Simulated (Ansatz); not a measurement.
Crystal: PbF2 (Fluorocronite).

```xyz
3
Lattice="0.0000 2.9637 2.9637 2.9637 0.0000 2.9637 2.9637 2.9637 0.0000" Properties=species:S:1:pos:R:3 pbc="T T T"
Pb    0.0000    0.0000    0.0000
F     4.4455    4.4455    4.4455
F     1.4818    1.4818    1.4818
```

| Item | Value |
| --- | --- |
| Program | Ansatz 0.2.0 |
| Task | relaxation of cell and atoms |
| Functional | RPBE |
| Dispersion | D4 |
| Potentials or basis | Ansatz PAW |
| Cutoff | 420 eV (not typed: the program's choice for these potentials) |
| k mesh | 8 × 8 × 8 |
| Occupations | fermi-dirac, width 0.05 eV |
| Spin | no spin polarisation |

At the start: volume 17.35 Å³/atom.

Q: Where does the relaxation end?

A: It ends after 8 steps and the volume is 18.23 Å³/atom (+5.0 %); space group Fm-3m (No. 225, to 0.05 Å).

Step by step:
```tsv
step	energy change (eV)	largest force (eV/Å)	volume (Å³)
1	0.0000	0.0000	52.06
2	-0.0728	0.0000	55.86
3	-0.0836	0.0000	54.90
4	-0.0855	0.0000	54.37
5	-0.0853	0.0000	54.55
6	-0.0940	0.0000	54.55
7	-0.0938	0.0000	54.68
8	-0.0940	0.0000	54.68
```

Final structure:
```yaml
crystal:
  lattice:
    - [0.00000, 3.01258, 3.01258]
    - [3.01258, 0.00000, 3.01258]
    - [3.01258, 3.01258, 0.00000]
  atoms:
    - { symbol: Pb, position: [0.00000, 0.00000, 0.00000] }
    - { symbol: F, position: [0.75000, 0.75000, 0.75000] }
    - { symbol: F, position: [0.25000, 0.25000, 0.25000] }
```

Caveat: the plane-wave basis is chosen anew once the cell has moved, so the energies of steps on either side of that aren't comparable; the pressure holds a Pulay correction of +0.4 GPa for the finite cutoff; the PAW data sets come from PBE, with cores solved anew for the run's functional, which leaves a small shift of forces and pressure.
